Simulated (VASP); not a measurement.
A run of VASP 6.6.1:

INCAR

```
PREC = Accurate ; ENCUT = 600
EDIFF = 1E-7 ; ISMEAR = 0
SIGMA = 0.03 ; LREAL = F
LASPH = T ; NELM = 80
ALGO = Fast ; ISIF = 2
LWAVE = F ; LCHARG = F
GGA = PS ; IBRION = 2
NSW = 40 ; EDIFFG = -0.01
```

Contents of KPOINTS:

```
Automatic mesh
0
Gamma
  10 10 10
```

Contents of POSCAR:

```
BAs                                     
1.0
    0.0000000000      2.4199312360      2.4199312360
    2.4199312360      0.0000000000      2.4199312360
    2.4199312360      2.4199312360      0.0000000000
  B               As            
     1     1
Direct
     0.0000000000000000    0.0000000000000000    0.0000000000000000
     0.2500000000000000    0.2500000000000000    0.2500000000000000
```

Potentials or basis: VASP PAW PBE potentials, release 64 (B, As).

Launch:

```bash
$ cat potpaw_PBE.64/B/POTCAR potpaw_PBE.64/As/POTCAR > POTCAR
$ mpirun -np 1 vasp_std > vasp.out
```

Hardware: 1 thread of Intel(R) Xeon(R) 6975P-C (Granite Rapids), with other jobs on the host.

Q: How long does it take, and how much memory?

A: It took 6.7 s on 1 thread of Intel(R) Xeon(R) 6975P-C (Granite Rapids) (shared host), peak memory 0.15 GiB. Counts: scf iterations 14, k points 47, ion steps 1.
